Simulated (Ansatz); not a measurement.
## HfN (Fm-3m), rigid cleavage

The calculation used Ansatz 0.2.0, DFT PBE, scalar-relativistic, plane waves, PAW. Cutoff 420 eV, Γ-centred 21×21×8 k-points, Gaussian smearing of 0.15 eV. Spin–orbit coupling is left out, which can shift energies with elements as heavy as these. No spin polarisation. Energies are free energies at this smearing, counted from the undisturbed cell; pressure is positive in compression.

The starting cell (relaxed at this level):

```yaml
crystal:
  lattice:
    - [2.27390, -2.27390, 0.00000]
    - [2.27390, 0.00000, -2.27390]
    - [4.54779, 4.54779, 4.54779]
  atoms:
    - { symbol: Hf, position: [0.33333, 0.33333, 0.58332] }
    - { symbol: Hf, position: [0.66667, 0.66667, 0.24998] }
    - { symbol: Hf, position: [0.00000, 0.00000, 0.91665] }
    - { symbol: N, position: [0.66667, 0.66667, 0.74998] }
    - { symbol: N, position: [0.00000, 0.00000, 0.41665] }
    - { symbol: N, position: [0.33333, 0.33333, 0.08332] }
```

The cut lies on the cell's a–b face, a (1 1 1) plane (indices in the standard cell, whose axes needn't be the Cartesian ones shown) of area 8.96 Å², between layers 1.31 Å apart. Vector c is lengthened by d along the normal with the atoms' Cartesian places fixed: one unrelaxed cut a cell. The cell is metallic on the mesh throughout.

```tsv
d (Å)	energy (J/m²)	traction dE/dd (GPa)
0.00	0.00	0.0
0.50	?	?
1.00	4.14	47.4
2.00	7.14	15.3
3.00	7.94	3.4
6.00	8.24	0.3
```

Q: Give the withheld values.

A: energy (J/m²) at d (Å) = 0.50: 1.57; traction dE/dd (GPa) at d (Å) = 0.50: 50.0.

Cost: 6 runs of about 19 core-minutes in all, on Intel Xeon Platinum 8488C (Sapphire Rapids) (shared hosts).